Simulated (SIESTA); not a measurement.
The system is CdS.

```
Cd S
1.0
     0.00000    2.75324    2.75324
     2.75324    0.00000    2.75324
     2.75324    2.75324    0.00000
Cd S
1 1
Direct
  0.00000 0.00000 0.00000
  0.50000 0.50000 0.50000
```

Measurements of this composition are mostly on another form, of space group No. 186.

```yaml
Program: SIESTA 5.4.2
Task: relaxation of cell and atoms
Functional: WC
Potentials_or_basis: PseudoDojo 0.4 standard (PBEsol files)
Basis: SZP (energy shift 0.005 Ry)
Grid_cutoff: 1200 Ry
Energy_shift: 0.005 Ry
k_mesh: 6 × 6 × 6
Occupations: fermi-dirac, width 0.05 eV
Spin: no spin polarisation
```

At the start: pressure -5.7 GPa; volume 20.87 Å³/atom.

Question: Where does the relaxation end?

Answer: Over 6 steps the energy falls by 25.2 meV/atom and the volume is 19.54 Å³/atom (-6.4 %); space group Fm-3m (No. 225, to 0.05 Å).

The path:
| step | energy change (eV) | largest force (eV/Å) | pressure (GPa) | volume (Å³) |
| --- | --- | --- | --- | --- |
| 1 | 0.0000 | 0.0000 | -5.67 | 41.74 |
| 2 | -0.0052 | 0.0000 | -5.40 | 41.59 |
| 3 | -0.0501 | 0.0000 | 0.50 | 38.87 |
| 4 | -0.0504 | 0.0000 | -0.18 | 39.14 |
| 5 | -0.0504 | 0.0000 | 0.07 | 39.04 |
| 6 | -0.0504 | 0.0000 | -0.03 | 39.08 |

Final structure:
```yaml
crystal:
  lattice:
    - [0.00000, 2.69336, 2.69336]
    - [2.69336, 0.00000, 2.69336]
    - [2.69336, 2.69336, 0.00000]
  atoms:
    - { symbol: Cd, position: [0.00000, 0.00000, 0.00000] }
    - { symbol: S, position: [0.50000, 0.50000, 0.50000] }
```

Caveat: the potentials were made for another functional, which shifts forces and pressure; the basis of atomic orbitals isn't converged, which shifts pressures, moduli and gaps.
